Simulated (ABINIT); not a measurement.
Ca:

```xyz
1
Lattice="0.0000 2.7942 2.7942 2.7942 0.0000 2.7942 2.7942 2.7942 0.0000" Properties=species:S:1:pos:R:3 pbc="T T T"
Ca    0.0000    0.0000    0.0000
```

| Item | Value |
| --- | --- |
| Program | ABINIT 10.8.3 (patched build) |
| Task | relaxation of cell and atoms |
| Functional | PBE |
| Potentials or basis | PseudoDojo NC SR PBE v0.4.1 standard |
| Cutoff | 925 eV |
| k mesh | 6 × 6 × 6 |
| Occupations | fermi-dirac, width 0.05 eV |
| Spin | no spin polarisation |

At the start: pressure -0.6 GPa; volume 43.63 Å³/atom.

Task: Where does the relaxation end?

Result: Over 4 steps the energy falls by 3.4 meV/atom and the volume is 41.96 Å³/atom (-3.8 %); space group Fm-3m (No. 225, to 0.05 Å).

The path:
```tsv
step	energy change (eV)	largest force (eV/Å)	pressure (GPa)	volume (Å³)
1	0.0000	0.0000	-0.63	43.63
2	-0.0003	0.0000	-0.60	43.55
3	-0.0034	0.0000	0.02	41.89
4	-0.0034	0.0000	0.00	41.96
```

Final structure:
```
Ca
1.0
     0.00000    2.75796    2.75796
     2.75796    0.00000    2.75796
     2.75796    2.75796    0.00000
Ca
1
Cartesian
  0.0000 0.0000 0.0000
```
